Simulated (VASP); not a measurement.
A run of VASP 6.6.1 is set up as follows.

The input INCAR:

```
ALGO = Normal
EDIFF = 1E-7
EDIFFG = -0.005
ENCUT = 600
GGA = PE
IBRION = 2
ISIF = 3
ISMEAR = 1
IVDW = 12
LASPH = T
LCHARG = F
LREAL = F
LWAVE = F
NELM = 80
NSW = 90
PREC = Accurate
SIGMA = 0.1
```

File KPOINTS:

```
k-points
0
Gamma
  16 16 16
```

POSCAR

```
Al                                      
1.0
    0.0000000000      1.9912374409      1.9912374409
    1.9912374409      0.0000000000      1.9912374409
    1.9912374409      1.9912374409     -0.0000000000
  Al            
     1
Direct
     0.0000000000000000    0.0000000000000000    0.0000000000000000
```

Potentials or basis: VASP PAW PBE potentials, release 64 (Al).

Run with:

```console
$ cat potpaw_PBE.64/Al/POTCAR > POTCAR
$ mpirun -np 1 vasp_std > vasp.out
```

(1) Estimate the dispersion energy per atom.

(2) What does it give for the band gap on the k mesh?

Results:

(1) -0.352 eV.

(2) none (metal or under the smearing width).

Caveat: the relaxation stopped at its first step, so nothing moved.
